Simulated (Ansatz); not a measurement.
Wanted: the native input for an Ansatz 0.2.0 run.

| Property | Result |
| --- | --- |
| Task | single point |
| Functional | PBE |
| Potentials or basis | all-electron LAPW, scalar-relativistic |
| Cutoff | 254 eV (chosen from the basis error) |
| Basis error allowed | 0.001 eV/atom |
| k mesh | 10 × 10 × 8 |
| Occupations | fermi-dirac, width 0.05 eV |
| Spin | no spin polarisation |

The system is Ga.

```
CELL_PARAMETERS angstrom
1.45000 -4.06500 0.00000
1.45000 4.06500 0.00000
0.00000 0.00000 3.17000
ATOMIC_POSITIONS crystal
Ga 0.14265 0.88362 0.75216
Ga 0.86304 0.14619 0.26198
```

This isn't the form of Ga at room conditions, which is orthorhombic.

The cell isn't the ideal one: atoms moved at random, drawn with an rms of 0.05 Å.

These files were run (other wordings do the same):

input.yaml

```yaml
crystal:
  lattice:
    - [1.45, -4.065, 0.0]
    - [1.45, 4.065, 0.0]
    - [0.0, 0.0, 3.17]
  atoms:
    - { symbol: Ga, position: [0.142651, 0.88362, 0.752161] }
    - { symbol: Ga, position: [0.86304, 0.146187, 0.261977] }
kpoints:
  mp_grid: { grid: [10, 10, 8] }
scf:
  occupations: { method: fermi_dirac, width: 0.05 }
hamiltonian:
  xc: pbe
  pseudopotentials: { kind: all_electron, lapw: { basis_error: 0.001 } }
output:
  forces: true
  stress: true
  eigenvalues: true
  populations: true
```

Potentials or basis: all-electron LAPW, scalar-relativistic.

Command:

```sh
$ ansatz run input.yaml --threads 1 --pin off --max-ram 3072MiB --backend cpu --events-out ev --progress --plain --runs-dir out
```

It gave:

```json
{"Pressure": "1.5 GPa", "Largest force": "0.058 eV/Å", "Band gap on the k mesh": "none (metal or under the smearing width)"}
```

Run time: 69 s on 1 thread of Arm Neoverse V2, with other jobs on the host, peak memory 0.87 GiB.
